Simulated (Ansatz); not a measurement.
# Mo: convergence with the PAW cutoff

An exercise on one series of results from a longer session: the logs are not shown, and one member is left open.

The COD entry's cell or inner coordinates are ideal or old and differ from later refinements, so a difference from it is no clean test against experiment.

Computed with Ansatz 0.2.0 (DFT, PBE, PAW with Ansatz's default frozen-core files, scalar-relativistic, unless a step's input says otherwise).

## The structure to begin with

The structure is cubic, space group Im-3m (No. 229). Conventional cell: a = 3.142 Å, b = 3.142 Å, c = 3.142 Å, α = 90.00°, β = 90.00°, γ = 90.00°. Around Mo (site symmetry m-3m) lie 8 Mo at 2.72 Å.

Coordinates:

```cif
data_structure
_symmetry_space_group_name_H-M 'Im-3m'
_symmetry_Int_Tables_number 229
_cell_length_a 3.1420
_cell_length_b 3.1420
_cell_length_c 3.1420
_cell_angle_alpha 90.000
_cell_angle_beta 90.000
_cell_angle_gamma 90.000
_cell_volume 31.02
loop_
_atom_site_label
_atom_site_type_symbol
_atom_site_symmetry_multiplicity
_atom_site_Wyckoff_symbol
_atom_site_fract_x
_atom_site_fract_y
_atom_site_fract_z
_atom_site_occupancy
Mo1 Mo 2 a 0.00000 0.00000 0.00000 1
```

The file gives the conventional cell by its symmetry; the runs use the cell typed in the input.

The cell comes from a crystallographic database entry that wasn't checked; take it as a given geometry, which may be far from equilibrium.

The first run:

input.yaml reads:

```yaml
crystal:
  lattice:
    - [-1.571, 1.571, 1.571]
    - [1.571, -1.571, 1.571]
    - [1.571, 1.571, -1.571]
  atoms:
    - { symbol: Mo, position: [0.0, 0.0, 0.0] }
kpoints:
  mp_grid: { grid: [16, 16, 16] }
scf:
  occupations: { method: fermi_dirac, width: 0.05 }
hamiltonian:
  xc: pbe
  pseudopotentials: { kind: paw }
output:
  forces: true
  stress: true
  eigenvalues: true
  efg: { contact_densities: true }
basis:
  ecutwfc: 200
```

Started as:

```sh
> ansatz run input.yaml --threads 1 --pin off --max-ram 2048MiB --backend cpu --events-out ev --progress --plain --runs-dir out
```

Steps of the session up to this table: With PAW files, cutoff 200 eV; With PAW files, cutoff 300 eV; With PAW files, cutoff 350 eV; With PAW files, cutoff 600 eV; With PAW files, cutoff 800 eV.

One of the session's tables, all rows but one given; the rest of the session is left out.

| cutoff (eV) | pressure (GPa) |
| --- | --- |
| 200 | 9.67 |
| 300 | ? |
| 350 | 4.66 |
| 600 | 4.64 |
| 800 | 4.64 |

Q: Estimate the row for cutoff (eV) = 300 from the others.

Worked estimate for «pressure (GPa)». A straight line through the neighbours (200, 9.67) and (350, 4.66) gives 9.67 + (4.66 − 9.67) × (300 − 200) / (350 − 200) = 6.33; a parabola fitted to 3 rows on both sides gives 5.91.

As computed: pressure (GPa): 4.63. In «pressure (GPa)» the line misses by +1.70 and the parabola by +1.28.

Energies are those extrapolated to zero smearing.

To keep in mind: Warnings in the runs' records: gradients without spin orbit, cutoff below recommended.
